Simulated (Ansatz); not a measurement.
# Stack of 1T-CdBrI under 1T-NbTe2, upper layer turned by 180° in a perpendicular field, part 2 of 3

Wanted: the out-of-plane response of the stack of 1T-CdBrI under 1T-NbTe2, upper layer turned by 180°. A positive field points along +c.

Ansatz 0.2.0; plane-wave DFT, PBE-D3(BJ), Ansatz PAW.

So far. Step 2 (Relaxing the slab): The lattice constant a goes from 4.154 to 3.834 Å.

### 3. Atoms held, field 0, start network

A sawtooth potential applies the field, turning back in the middle of the vacuum. With the dipole correction the typed value is the field outside the slab. The induced dipole is small, so the SCF threshold is tight.

The cell differs from the one that the last finished run ended in (c 48.564 → 28.334 Å).

input.yaml reads:

```yaml
crystal:
  lattice:
    - [3.833520436, 0.0, 0.0]
    - [-1.916760218, 3.3199260835, 0.0]
    - [0.0, 0.0, 28.3342579983]
  atoms:
    - { symbol: I, position: [0.6666666667, 0.3333333333, 0.3176366927] }
    - { symbol: Cd, position: [0.0, 0.0, 0.3852626177] }
    - { symbol: Br, position: [0.3333333333, 0.6666666667, 0.4440364965] }
    - { symbol: Te, position: [0.6666666667, 0.3333333333, 0.5578136617] }
    - { symbol: Nb, position: [0.3333333333, 0.6666666667, 0.6199134524] }
    - { symbol: Te, position: [0.0, 0.0, 0.6823633073] }
kpoints:
  mp_grid: { grid: [12, 12, 1] }
  band_path:
    path: [[0, 0, 0], [0.5, 0, 0], [0.33333333, 0.33333333, 0], [0, 0, 0]]
    npoints: 16
hamiltonian:
  xc: pbe
  dispersion: d3bj
scf:
  occupations: { method: fermi_dirac, width: 0.05 }
  convergence: { dr2_threshold: 1.0e-10 }
efield:
  axis: 3
  dipole_correction: true
  ramp_position: 0.97
  ramp_width: 0.06
  amplitude: 0
output:
  dos: { projected: true, e_range: [-6, 5] }
  bader: true
  write_potential: true
  write_density: true
  volumetric_format: npy
  elf: true
```

Run with:

```bash
$ ansatz run input.yaml --threads 4 --pin off --max-ram 12288MiB --backend cpu --events-out ev --progress --plain --runs-dir out
```

Numbers of over 12 decimals in the logs are rounded to 6 here.

The log of the run:

```text
[...]
Crystal: 6 atoms, lattice volume = 360.610 Å³
Basis set: ecut = 420 eV, 7007 PW (Γ)
Bands: 54, of which v1, the nominal top of the filled ones, is band 45 counted from 1 (44 counted from 0)
Symmetry: 6 space group operations
[...]
k-points: 19 of 144 (time reversal used)
[...]
SCF iter   1: F=—  HF=-37067.856723 eV  |F-HF|=—  |Δ(HF+E_count)|=         —  Δρ=1.59e-3  dr2=4.67e-2  ethr=1.77e-3  p=0.004 e·Å  D=1.88e-3 V/Å  ΔV_dip=-0.05 eV  dr2_dipole=1.32e-2  V_vac-E_F(+/−)=4.73/4.78 eV  ⟨swp⟩=12.4  Hψ=5275  notcnv=0  defer=12
efield: sawtooth ramp at fractional position 0.9700 (set: `efield.ramp_position`, or a place that a band, a saddle search or an elastic batch's reference lends), width 0.0600; the density the first Hamiltonian is built on has a dipole p = 0.004 e·Å; the dipole correction subtracts the counter field D = 1.88e-3 V/Å, which shifts the + side's vacuum level by -0.05 eV against the − side's; the planar-averaged density in the ramp window peaks in size at 7.7e-6 e/Å³
[...]
SCF iter   2: F=—  HF=-37067.872601 eV  |F-HF|=—  |Δ(HF+E_count)|=   1.59e-2  Δρ=1.80e-3  dr2=8.03e-2  ethr=5.24e-5  p=-0.052 e·Å  D=-2.59e-2 V/Å  ΔV_dip=0.73 eV  dr2_dipole=1.32e-2  V_vac-E_F(+/−)=4.72/3.98 eV  ⟨swp⟩=3.7  Hψ=1931  notcnv=0  defer=50
[...]
SCF iter  11: F=-37067.854861 eV  HF=-37067.854861 eV  |F-HF|=2.69e-10  |Δ(HF+E_count)|=   1.11e-9  Δρ=2.08e-7  dr2=9.85e-11  ethr=1.00e-12  p=-0.025 e·Å  D=-1.28e-2 V/Å  ΔV_dip=0.36 eV  dr2_dipole=3.10e-13  V_vac-E_F(+/−)=4.68/4.31 eV  ⟨swp⟩=12.5  Hψ=4955  notcnv=0
SCF 1 converged in 11 iterations: F = -37067.854861 eV  dr2 = 9.85e-11
[...]
NSCF: frozen V_eff on 49 k-points
efield: sawtooth ramp at fractional position 0.9700 (kept from the solve that this one continues, or follows in the run), width 0.0600; the density the first Hamiltonian is built on has a dipole p = -0.025 e·Å; the dipole correction subtracts the counter field D = -1.28e-2 V/Å, which shifts the + side's vacuum level by +0.36 eV against the − side's; the planar-averaged density in the ramp window peaks in size at 6.3e-6 e/Å³
[...]
SCF converged after 11 iterations
Free energy (F): -37067.854861 eV
[...]
Internal energy: -37067.836287 eV  (E = F + TS)
E sigma→0 (E₀):  -37067.845574 eV
Entropy (-TS):   -0.018574 eV (-3.096 meV/atom)
Fermi energy:    2.286519 eV
Dipole field:    D = -0.012760 V/Å  (p = -0.025428 e·Å, saw-weighted, corrected)
Work function:   Φ+ = 4.6756 eV   Φ− = 4.3141 eV
Levels:          The Fermi level and band energies are counted from a zero that moves with the ramp; work functions are not
[...]
--- Band table (eV; the first three rows and the last of 19) ---
  k-point 0: bands = [... 41 lower, 1.2529, 2.2120, 2.2120, 2.4282, 2.8917, 2.8917, 3.7221, 5.8075, ... 5 higher]
  k-point 1: bands = [... 41 lower, 1.1777, 1.6929, 1.9274, 2.3330, 3.0663, 3.1476, 3.9250, 5.3482, ... 5 higher]
  k-point 2: bands = [... 41 lower, 0.9905, 1.2801, 1.5343, 2.1938, 3.3007, 3.4401, 4.1684, 4.8483, ... 5 higher]
  k-point 18: bands = [... 41 lower, -0.2445, -0.1614, -0.0144, 3.0946, 3.3003, 3.3499, 3.7581, 5.1064, ... 5 higher]
--- Bader charges: 6 sites ---
  site symbol  charge [e]  shift [e]
     0      I     -0.3851     0.0002
     1     Cd      0.8629     0.0008
     2     Br     -0.4909     0.0006
     3     Te     -0.5641     0.0002
     4     Nb      1.1520     0.0003
     5     Te     -0.5748     0.0002
  estimated error of the sums over rays = 4.8e-4 e
```

The job ended after 26 s (4 threads of Intel Xeon Platinum 8375C at 2.90GHz (Ice Lake), shared host; peak memory 1.3 GiB).

This step gave:

```yaml
energy_at_zero_smearing: -37067.8456 eV
work_function_upper_face: 4.676 eV
work_function_lower_face: 4.314 eV
dipole_along_the_normal: -0.02543 e·Å
step_between_the_vacuum_levels: 0.3615 eV
```

Running mean over a fixed 2.5 Å (it still follows the layers) of the planar mean; the ramp of the sawtooth is left out. The electron's electrostatic potential energy less the Fermi level by z:

```csv
z (Å),electron's electrostatic potential energy less the Fermi level (eV)
3.5,4.31
4.0,4.31
4.5,4.31
5.0,4.31
5.5,4.30
6.0,4.27
6.5,4.12
7.0,3.43
7.5,2.05
8.0,0.656
8.5,-0.870
9.0,-2.13
9.5,-3.26
10.0,-3.92
10.5,-4.19
11.0,-4.54
11.5,-5.82
12.0,-5.94
12.5,-4.39
13.0,-2.84
13.5,-1.23
14.0,0.450
14.5,1.40
15.0,0.927
15.5,-0.639
16.0,-2.73
16.5,-5.07
17.0,-6.71
17.5,-7.52
18.0,-7.02
18.5,-5.53
19.0,-3.34
19.5,-1.06
20.0,0.673
20.5,1.91
21.0,2.82
21.5,4.04
22.0,4.52
22.5,4.64
23.0,4.67
23.5,4.67
24.0,4.67
24.5,4.68
25.0,4.68
```

The density of states has structure finer than the step of the table below, so its rows give means over 0.2 eV, whole bins alone (the curve runs from -6 to 1.99 eV). Peaks (eV: height): -5.75: 20.7, -3.77: 12.4, -2.94: 10.6, -2.64: 13.3, -2.44: 14.4, -2.33: 12.5, 1.00: 16.2.

Table of density of states by energy, zero at the Fermi level; means over each step:

energy (eV), density of states (states/eV a cell) and a bar:
```
     -5.8        9.2 ############################
     -5.6        0.1 
     -5.4        0.4 #
     -5.2        1.4 ####
     -5.0        2.0 ######
     -4.8        3.2 #########
     -4.6        3.2 #########
     -4.4        4.1 ############
     -4.2        6.1 ##################
     -4.0        4.6 ##############
     -3.8        7.7 #######################
     -3.6        5.9 #################
     -3.4        5.3 ################
     -3.2        3.8 ###########
     -3.0        8.0 ########################
     -2.8        6.9 ####################
     -2.6       10.1 ##############################
     -2.4        7.8 #######################
     -2.2        4.5 #############
     -2.0        4.8 ##############
     -1.8        4.8 ##############
     -1.6        3.8 ###########
     -1.4        3.2 #########
     -1.2        3.5 ##########
     -1.0        2.1 ######
     -0.8        1.3 ####
     -0.6        1.1 ###
     -0.4        1.5 ####
     -0.2        1.9 #####
      0.0        3.2 #########
      0.2        1.4 ####
      0.4        1.0 ###
      0.6        0.9 ###
      0.8        1.6 ####
      1.0        9.6 #############################
      1.2        5.3 ################
      1.4        6.8 ####################
      1.6        3.9 ###########
      1.8        2.3 #######
```

Projected DOS per atom over height of the atomic layer and energy from the Fermi level. Layers: I Cd Br Te Nb Te from below.

Ten even steps from '0' (0.00 states/eV) to '9' (4.11 states/eV), each cell a mean:
```
121000
020070
010292
000010
000010
000040
000020
000010
000212
200212
300212
300222
503353
404233
204011
204223
304212
103211
102110
101000
000000
345000
```
Columns: height of the atomic layer (Å) from 9 to 19.3 (not evenly spaced); rows upwards: energy from the Fermi level (eV) from -5.96 to 1.96.

Electronic bands along the path, in eV, zero at the Fermi level:

```csv
point,band 41,band 42,band 43,band 44,band 45,band 46,band 47,band 48
Γ,-1.03,-1.03,-0.07,-0.07,0.14,0.61,0.61,1.44
halfway,-2.27,-1.52,-1.17,-0.98,-0.35,1.20,1.24,1.90
M,-2.51,-1.91,-1.87,-0.90,-0.73,0.95,1.09,1.58
halfway,-2.62,-2.59,-2.32,-1.96,0.20,1.15,1.29,1.40
K,-2.75,-2.53,-2.45,-2.30,0.81,1.01,1.06,1.47
halfway,-2.17,-2.06,-1.96,-1.13,0.13,0.87,1.44,2.00
Γ,-1.03,-1.03,-0.07,-0.07,0.14,0.61,0.61,1.44
```

ELF in the ca plane at fractional y = 0.000, with atoms of Cd and Te within 0.2 Å of it. It is the smooth field of the valence electrons, not physical close to the nuclei.

Ten even steps from '0' (0.00) to '9' (0.86), each cell a mean:
```
00113687521000000000011124652003799752000000
23212454311110000122332223664346898631000000
77642122124553001356664212466667875310000000
88874111258885102677775211245655421000000000
88875201478986202776676311123321000000000000
88875111378986202677676211124432110000000000
88752111146774101566675211257667653100000000
55421233212331000234443212575556887521000000
11113566411100000001111124653125799742000000
00114798521000000000000125641002799852100000
```
Columns run along c (16.0 Å, from fractional 0.31 to 0.87 of the cell), rows up along a (3.8 Å). Atoms in or near the plane, at fractional coordinates: Cd at (0.39, 0.00), Te at (0.68, 0.00).

Electrostatic potential energy in the ca plane at fractional y = 0.000, with atoms of Cd and Te within 0.2 Å of it. With pseudopotentials it is smooth inside the atoms' cores, unlike the true potential.

Ten even steps from '0' (-20 eV) to '9' (7 eV), each cell a mean:
```
99861000048999999999999998717996279999999999
99874000268999999999999988741441589999999999
88887645788899999988888877775346899999999999
76788888888889999887677766788888999999999999
65678888887788999875566655688999999999999999
65678888887789999876567655688999999999999999
77788777888889999987778777777678899999999999
98886312578999999998888888762113799999999999
99873000158999999999999998724983389999999999
99861000048999999999999998619997279999999999
```
Columns run along c (16.0 Å, from fractional 0.31 to 0.87 of the cell; values clipped at the 3rd and 97th percentile), rows up along a (3.8 Å). Atoms in or near the plane, at fractional coordinates: Cd at (0.39, 0.00), Te at (0.68, 0.00).

Valence density in the ca plane at fractional y = 0.000, with atoms of Cd and Te within 0.2 Å of it. It is the smooth field of the valence electrons, not physical close to the nuclei.

Ten steps, logarithmic in the rise over the least value, from '0' (0 e/Å³) to '9' (23 e/Å³), each cell a mean:
```
00000000000000000000002589841000000000000000
00000000000000000000011356521000000000000000
00000000000000000011111122111110000001111111
00000000000000000011211100011111000011121111
00000000000000000112221000011221000011222211
00000000000000000112211100011111000011222111
00000000000000000011111111111111000001111111
00000000000000000001111234311000000000011000
00000000000000000000001478731000000000000000
00000000000000000000002699851000000000000000
```
Columns run along c (16.0 Å, from fractional 0.07 to 0.63 of the cell), rows up along a (3.8 Å). Atoms in or near the plane, at fractional coordinates: Cd at (0.39, 0.00).

The work function of the upper face is 4.68 eV.

### 4. Single point, field 0.1 V/Å

Edit input.yaml of step 3 so:

```diff
@@ -26,8 +26,6 @@
   dipole_correction: true
-  ramp_position: 0.97
-  ramp_width: 0.06
-  amplitude: 0
+  ramp_position: 0.9675
+  ramp_width: 0.0646
+  amplitude: 0.1
 output:
-  dos: { projected: true, e_range: [-6, 5] }
-  bader: true
   write_potential: true
@@ -35,2 +33 @@
   volumetric_format: npy
-  elf: true
```

The log of the run:

```text
[...]
Crystal: 6 atoms, lattice volume = 360.610 Å³
Basis set: ecut = 420 eV, 7007 PW (Γ)
Bands: 54, of which v1, the nominal top of the filled ones, is band 45 counted from 1 (44 counted from 0)
Symmetry: 6 space group operations
[...]
k-points: 19 of 144 (time reversal used)
[...]
k-point 0: bands = [... 41 lower, 1.1863, 2.2709, 2.2709, 2.4827, 2.9510, 2.9510, 3.6754, 5.6789, ... 5 higher]
  k-point 1: bands = [... 41 lower, 1.1112, 1.7519, 1.9863, 2.3907, 3.1181, 3.2068, 3.8818, 5.4079, ... 5 higher]
  k-point 2: bands = [... 41 lower, 0.9248, 1.3389, 1.5933, 2.2523, 3.3542, 3.4992, 4.1303, 4.9005, ... 5 higher]
  k-point 18: bands = [... 41 lower, -0.1998, -0.0916, 0.0021, 3.1535, 3.3443, 3.4094, 3.7231, 5.1675, ... 5 higher]
[key lines of the parts left out:]
SCF converged after 15 iterations
Free energy (F): -37067.856412 eV
Fermi energy:    2.345074 eV
Dipole field:    D = 0.028344 V/Å  (p = 0.056485 e·Å, saw-weighted, corrected)
```

Run time: 19 s. Hardware: 4 threads; peak memory 1.1 GiB.

The dipole is 0.0565 e·Å, 0.0819 e·Å from its value without field.

### 5. Single point, field -0.1 V/Å

Edit input.yaml of step 4 so:

```diff
@@ -28,3 +28,3 @@
   ramp_width: 0.0646
-  amplitude: 0.1
+  amplitude: -0.1
 output:
```

The log of the run:

```text
[...]
Crystal: 6 atoms, lattice volume = 360.610 Å³
Basis set: ecut = 420 eV, 7007 PW (Γ)
Bands: 54, of which v1, the nominal top of the filled ones, is band 45 counted from 1 (44 counted from 0)
Symmetry: 6 space group operations
[...]
k-points: 19 of 144 (time reversal used)
[...]
k-point 0: bands = [... 41 lower, 1.3199, 2.1516, 2.1516, 2.3717, 2.8308, 2.8308, 3.7680, 5.7482, ... 5 higher]
  k-point 1: bands = [... 41 lower, 1.2444, 1.6323, 1.8668, 2.2737, 3.0112, 3.0868, 3.9685, 5.2861, ... 5 higher]
  k-point 2: bands = [... 41 lower, 1.0566, 1.2198, 1.4738, 2.1337, 3.2440, 3.3794, 4.2035, 4.7970, ... 5 higher]
  k-point 18: bands = [... 41 lower, -0.2860, -0.2327, -0.0192, 3.0342, 3.2497, 3.2887, 3.7977, 5.0435, ... 5 higher]
[key lines of the parts left out:]
SCF converged after 14 iterations
Free energy (F): -37067.861495 eV
Fermi energy:    2.226439 eV
Dipole field:    D = -0.053810 V/Å  (p = -0.107236 e·Å, saw-weighted, corrected)
```

Elapsed: 18 s, on 4 threads; peak memory 1.1 GiB; 71 s of CPU time.

The dipole is -0.107 e·Å, -0.0818 e·Å from its value without field.

### 6. Atoms held, field 0.5 V/Å

Edit input.yaml of step 5 so:

```diff
@@ -26,5 +26,5 @@
   dipole_correction: true
-  ramp_position: 0.9675
-  ramp_width: 0.0646
-  amplitude: -0.1
+  ramp_position: 0.9099
+  ramp_width: 0.1799
+  amplitude: 0.5
 output:
```

The log of the run:

```text
[...]
Crystal: 6 atoms, lattice volume = 360.610 Å³
Basis set: ecut = 420 eV, 7007 PW (Γ)
Bands: 54, of which v1, the nominal top of the filled ones, is band 45 counted from 1 (44 counted from 0)
Symmetry: 6 space group operations
[...]
k-points: 19 of 144 (time reversal used)
[...]
k-point 0: bands = [... 41 lower, 1.0576, 2.4807, 2.4807, 2.6676, 3.1630, 3.1630, 3.4735, 4.5770, ... 5 higher]
  k-point 1: bands = [... 41 lower, 1.2949, 1.9629, 2.1967, 2.5961, 3.2653, 3.4182, 3.7166, 4.6771, ... 5 higher]
  k-point 2: bands = [... 41 lower, 0.8471, 1.5510, 1.8041, 2.4626, 3.5123, 3.7104, 3.9712, 4.9098, ... 5 higher]
  k-point 18: bands = [... 41 lower, -0.0201, 0.1156, 0.1621, 3.3633, 3.3775, 3.6222, 3.7022, 5.3796, ... 5 higher]
[key lines of the parts left out:]
SCF converged after 17 iterations
Free energy (F): -37067.944847 eV
Fermi energy:    2.554409 eV
Dipole field:    D = 0.193959 V/Å  (p = 0.386532 e·Å, saw-weighted, corrected)
```

Elapsed: 20 s, on 4 threads; peak memory 1.1 GiB; 77 s of CPU time.

The dipole is 0.387 e·Å, 0.412 e·Å from its value without field.

### 7. Single point, field -0.3 V/Å

Edit input.yaml of step 6 so:

```diff
@@ -26,6 +26,8 @@
   dipole_correction: true
-  ramp_position: 0.9099
-  ramp_width: 0.1799
-  amplitude: 0.5
+  ramp_position: 0.965
+  ramp_width: 0.0697
+  amplitude: -0.3
 output:
+  dos: { projected: true, e_range: [-6, 5] }
+  bader: true
   write_potential: true
@@ -33 +35,2 @@
   volumetric_format: npy
+  elf: true
```

The log of the run:

```text
[...]
Crystal: 6 atoms, lattice volume = 360.610 Å³
Basis set: ecut = 420 eV, 7007 PW (Γ)
Bands: 54, of which v1, the nominal top of the filled ones, is band 45 counted from 1 (44 counted from 0)
Symmetry: 6 space group operations
[...]
k-points: 19 of 144 (time reversal used)
[...]
k-point 18: bands = [... 41 lower, -0.3796, -0.3520, 0.0134, 2.9091, 3.1363, 3.1621, 3.8815, 4.9127, ... 5 higher]
--- Bader charges: 6 sites ---
  site symbol  charge [e]  shift [e]
     0      I     -0.3698     0.0002
     1     Cd      0.8623     0.0008
     2     Br     -0.4981     0.0006
     3     Te     -0.5521     0.0002
     4     Nb      1.1517     0.0003
     5     Te     -0.5940     0.0002
  estimated error of the sums over rays = 4.8e-4 e
[key lines of the parts left out:]
SCF converged after 16 iterations
Free energy (F): -37067.899296 eV
Fermi energy:    2.102271 eV
Dipole field:    D = -0.135877 V/Å  (p = -0.270784 e·Å, saw-weighted, corrected)
```

It took 28 s on 4 threads; peak memory 1.2 GiB.

The dipole is -0.271 e·Å, -0.245 e·Å from its value without field.

### 8. Response, atoms held

This step: plane-wave DFT, PBE-D3(BJ), Ansatz PAW; response to a field along the normal, atoms held (Ansatz 0.2.0).

The dipoles give the slope, and the difference of two potentials shows where the field is screened.

Numbers from this step:

```
equivalent conductor thickness p/(ε₀AE) : 11.64 Å
distance between the outer atoms        : 10.33 Å
```

Table of dipole of the cell by applied field:

```csv
applied field (V/Å),dipole of the cell (e·Å)
-0.300,-0.271
-0.100,-0.107
0.000,-0.0254
0.100,0.0565
0.500,0.387
```

Local field over the applied field, running mean. From the potentials at -0.1 and 0.1 V/Å; running mean over 2.5 Å. Table of local field over applied field by z:

```csv
z (Å),local field over applied field
4.5,0.998
5.0,0.995
5.5,0.985
6.0,0.957
6.5,0.891
7.0,0.764
7.5,0.595
8.0,0.414
8.5,0.248
9.0,0.130
9.5,0.0925
10.0,0.104
10.5,0.125
11.0,0.134
11.5,0.136
12.0,0.135
12.5,0.164
13.0,0.225
13.5,0.285
14.0,0.307
14.5,0.290
15.0,0.228
15.5,0.139
16.0,0.0688
16.5,0.0411
17.0,0.0313
17.5,0.0248
18.0,0.0293
18.5,0.0402
19.0,0.0635
19.5,0.139
20.0,0.278
20.5,0.444
21.0,0.618
21.5,0.779
22.0,0.895
22.5,0.956
23.0,0.983
23.5,0.994
24.0,0.998
```

Electrons, planar mean, per unit field. Table of induced electron density by z:

```csv
z (Å),induced electron density (e/Å³ per V/Å)
4.5,6.1e-6
5.0,2.0e-5
5.5,6.6e-5
6.0,2.0e-4
6.5,5.6e-4
7.0,0.00143
7.5,0.00296
8.0,0.00356
8.5,0.00140
9.0,5.6e-4
9.5,-1.4e-5
10.0,-0.00120
10.5,-7.2e-4
11.0,2.0e-4
11.5,9.3e-4
12.0,3.9e-4
12.5,-4.6e-4
13.0,-0.00143
13.5,-0.00215
14.0,-2.5e-4
14.5,0.00187
15.0,0.00188
15.5,7.8e-4
16.0,3.0e-4
16.5,2.6e-4
17.0,-5.8e-4
17.5,-1.8e-4
18.0,7.4e-4
18.5,-9.7e-5
19.0,-4.0e-4
19.5,-7.0e-4
20.0,-0.00167
20.5,-0.00343
21.0,-0.00259
21.5,-0.00129
22.0,-5.4e-4
22.5,-2.2e-4
23.0,-8.0e-5
23.5,-2.8e-5
24.0,-9.8e-6
```

By hand: between -0.1 and 0.1 V/Å the dipole changes by 0.1637 e·Å, a slope of 0.8186 e·Å²/V. A perfect conductor of thickness t has p = ε₀AEt, so t = 180.95 × 0.8186 / 12.727 = 11.64 Å (e/ε₀ = 180.95 V·Å, A in Å²).

The induced dipole is that of a conductor 11.64 Å thick.

[end of part 2 of 3]

[Logs are printed without paths, hosts, clocks, repeated set-up lines and the standing remarks that a program may print on its own settings, such as how far it seeks lower states.]

[Hosts, paths, dates, database ids (printed as entryN), source tags and the programs' standing remarks are cut or masked in the printed files.]

[Maps of the electrostatic potential energy from Ansatz leave out the sawtooth potential of an applied field or a dipole correction, so their vacuum need not be flat; planar profiles and work functions include it.]

[The density of states shown here was stored with 400 of the rows of the run's finer table, so its peaks can read low, often by over a quarter, or be missed, and its means over a window can be off by a tenth or more.]
